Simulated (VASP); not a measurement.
Here is the system:

```xyz
2
Lattice="0.0000 3.0525 3.0525 3.0525 0.0000 3.0525 3.0525 3.0525 0.0000" Properties=species:S:1:pos:R:3 pbc="T T T"
Al     0.0000     0.0000     0.0000
Sb     1.5263     1.5263     1.5263
```

Computed with r2SCAN+rVV10, VASP's PBE PAW potentials (set 64) (plane waves; VASP). Settings: 520 eV cut-off, 8×8×8 Γ-centred mesh, Gaussian smearing of 0.050 eV, potentials Al Sb.

Task: Give the stress tensor in GPa (positive for a compressed cell).

Result: 
```
1.89  0.00  0.00
0.00  1.89  0.00
0.00  0.00  1.89
```
The pressure is its mean diagonal, 1.89 GPa.

The compound is AlSb in the zinc blende structure. This cell is one point of a volume scan, at 0.97 of the reference volume.
